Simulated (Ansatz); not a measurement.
The cell is a measured one (Crystallography Open Database entry 9011002); the temperature and pressure of the measurement aren't taken into account, and nothing was relaxed. The listed cell was then made from it by scaling, straining or moving an atom.

An input for Na: DFT, PBE, PAW with Ansatz's default frozen-core files, scalar-relativistic (Ansatz 0.2.0).

```yaml
crystal:
  lattice:
    - [-2.053975, 2.053975, 2.1175]
    - [2.053975, -2.053975, 2.1175]
    - [2.053975, 2.053975, -2.1175]
  atoms:
    - { symbol: Na, position: [0.0, 0.0, 0.0] }
kpoints:
  mp_grid: { grid: [12, 12, 12] }
scf:
  occupations: { method: fermi_dirac, width: 0.05 }
hamiltonian:
  xc: pbe
  pseudopotentials: { kind: paw }
output:
  forces: true
  stress: true
  eigenvalues: true
  efg: { contact_densities: true }
```

The results part of the log:

```
SCF 1 converged in 6 iterations: F = -1486.415354 eV  dr2 = 1.12e-9
  greatest PAW one-centre occupation: 0.999 electrons in one spin orbital (limit 2), on the Na atom at site 0 (counted from 0), in its partial waves of l = 0
SCF converged after 6 iterations
Free energy (F): -1486.415354 eV
Harris-Foulkes:  -1486.415354 eV  (|F-HF|=9.14e-10)
Internal energy: -1486.410341 eV  (E = F + TS)
E sigma→0 (E₀):  -1486.412848 eV
Entropy (-TS):   -0.005013 eV (-5.013 meV/atom)
Fermi energy:    1.871352 eV
--- Per-component energies (eV) ---
  E_band       = -239.493218
  E_kinetic    = 120.251864
  E_local      = -1431.994408  (includes V_loc(G=0)·N_el)
  E_nonlocal   = 115.133405
  E_hartree    = 523.186206
  E_xc         = -38.408321
  E_vxc        = -49.351420  (∫ρ·V_xc dr)
  E_paw        = -263.161111  (= ΣΔE_a)
  E_vpaw       = -39.906273  (= ΣTr[D̂ρ^β])
  E_aug_tail   = -0.000031  (compensation charges beyond the density's cutoff)
  E_ewald      = -511.417945
  E_smearing   = -0.005013  (= −TS)
  E_closure    = 0.000000  (closes the sum)
  Σ components = -1486.415354   (vs F -1486.415354, Δ=0.00e0)
--- Forces (eV/Å), atoms counted from 1 ---
  atom   1  Na     0.00000000     0.00000000     0.00000000
  max |Σ_I F_I| component: 4.93e-32 eV/Å
--- Stress (GPa, compression-positive) ---
        0.268028       0.000000       0.000000
        0.000000       0.268028      -0.000000
        0.000000       0.000000       0.324462
  P = ⅓ Tr σ = 0.2868 GPa (2.868 kbar)
--- PAW observables at the nuclei: V_zz in 10²¹ V/m², potentials from the cell's mean, atoms counted from 1 ---
  atom   1  Na V_zz =    -0.017138   η = 0.0000   by run symmetry: allowed
            electrostatic potential = -971.710790 V   contact ρ = 5906.895149 e/Å³
--- Band table (eV; the first three rows and the last of 163) ---
  k-point 0: bands = ["-51.0712", "-22.9736", "-22.9736", "-22.9733", "-1.4522", "13.7233", "13.7233", "14.1899", "14.6689"]
  k-point 1: bands = ["-51.0711", "-22.9763", "-22.9743", "-22.9736", "-1.3243", "12.6084", "12.9488", "13.2593", "13.8034"]
  k-point 2: bands = ["-51.0706", "-22.9838", "-22.9769", "-22.9738", "-0.9425", "10.3489", "11.9268", "12.5190", "12.8435"]
  k-point 162: bands = ["-51.0670", "-23.0042", "-23.0020", "-23.0020", "6.3339", "6.5701", "6.6159", "7.1033", "7.1033"]
```
